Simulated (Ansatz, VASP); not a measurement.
**One calculation of Mg, 3 ways**

The starting cell:

```
Mg
1.0
     3.20930    0.00000    0.00000
    -1.60465    2.77934    0.00000
     0.00000    0.00000    5.21030
Mg
2
Direct
  0.66667 0.33333 0.75000
  0.33333 0.66667 0.25000
```

Alike in all runs: task relaxation of cell and atoms; functional revPBE; dispersion D3(BJ); k mesh 10 × 10 × 5; occupations fermi-dirac, width 0.05 eV; no spin polarisation; no spin-orbit coupling.

```csv
program and potentials,plane-wave cutoff (eV),notes,equilibrium volume (Å³/atom)
"Ansatz, Ansatz PAW",420,"potentials made for PBE, which Ansatz adapts in part; 10 valence electrons an atom on average",21.29
"Ansatz, all-electron LAPW, scalar-relativistic",-,-,21.27
"VASP, PBE PAW files Mg, 600 eV",600,potentials made for PBE; 2 valence electrons an atom on average,21.20
```

The equilibrium volume spans 21.20 (VASP, PBE PAW files Mg, 600 eV) to 21.29 Å³/atom (Ansatz, Ansatz PAW), with all-electron results at 21.27. Some sets were made for another functional than the one run, which can shift their rows. Relaxations stop with a little pressure left, so the last digit of a volume isn't settled.

Differences between rows come from potentials, basis sets and numerical settings, since the functional is the same but for its coding. Runs on potential files found faulty are left out.
